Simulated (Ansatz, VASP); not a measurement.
Sn in VASP and in Ansatz

File INCAR:

```
SYSTEM = Sn
ALGO     = Normal         ! electronic algorithm
EDIFF    = 1E-6           ! SCF threshold, eV
ENCUT    = 520            ! plane-wave cutoff, eV
GGA      = PE             ! functional
ISIF     = 2              ! what is computed and relaxed
ISMEAR   = -1             ! smearing method
LASPH    = .TRUE.         ! aspherical terms in the spheres
LCHARG   = .TRUE.         ! write CHGCAR
LELF     = .TRUE.         ! ELF
LREAL    = .FALSE.        ! projectors in reciprocal space
LVHAR    = .TRUE.       
LWAVE    = .FALSE.        ! write WAVECAR
NBANDS   = 13             ! bands
NELM     = 100            ! most SCF steps
PREC     = Accurate       ! precision mode
SIGMA    = 0.08           ! smearing width, eV
```

File KPOINTS:

```
k-points
0
G
  12 12 12
  0 0 0
```

File POSCAR:

```
Sn
1.0
    3.0054500072      0.0000000000      0.0000000000
    0.0000000000      3.0054500072      0.0000000000
    0.0000000000      0.0000000000      3.0054500072
Sn
1
Direct
    0.0000000000      0.0000000000      0.0000000000
```

Input for Ansatz:

```yaml
crystal:
  lattice:
    - [3.0054500072, 0.0, 0.0]
    - [0.0, 3.0054500072, 0.0]
    - [0.0, 0.0, 3.0054500072]
  atoms:
    - { symbol: Sn, position: [0.0, 0.0, 0.0] }
kpoints:
  mp_grid: { grid: [12, 12, 12] }
scf:
  occupations: { method: fermi_dirac, width: 0.08 }
hamiltonian:
  xc: pbe
  pseudopotentials: { kind: paw }
output:
  forces: true
  stress: true
  eigenvalues: true
  populations: true
```

Change from the starting cell: volume scaled by 0.92, PAW files.

Alike in both runs: task single point; functional PBE; k mesh 12 × 12 × 12; occupations fermi-dirac, width 0.08 eV; no spin polarisation.

|  | VASP | Ansatz |
| --- | --- | --- |
| version | VASP 6.6.1 | Ansatz 0.2.0 |
| potentials or method | VASP PAW PBE potentials, release 64 (Sn_d) | PAW with Ansatz's default frozen-core files, scalar-relativistic |
| plane-wave cutoff (eV) | 520 | 420 |
| valence electrons in the cell | 14 | 14 |

|  | VASP | Ansatz | Ansatz less VASP |
| --- | --- | --- | --- |
| pressure (GPa) | 4.6 | 4.7 | +0.09 |

With one functional, cell and mesh, what is left measures potentials, basis and numerics.
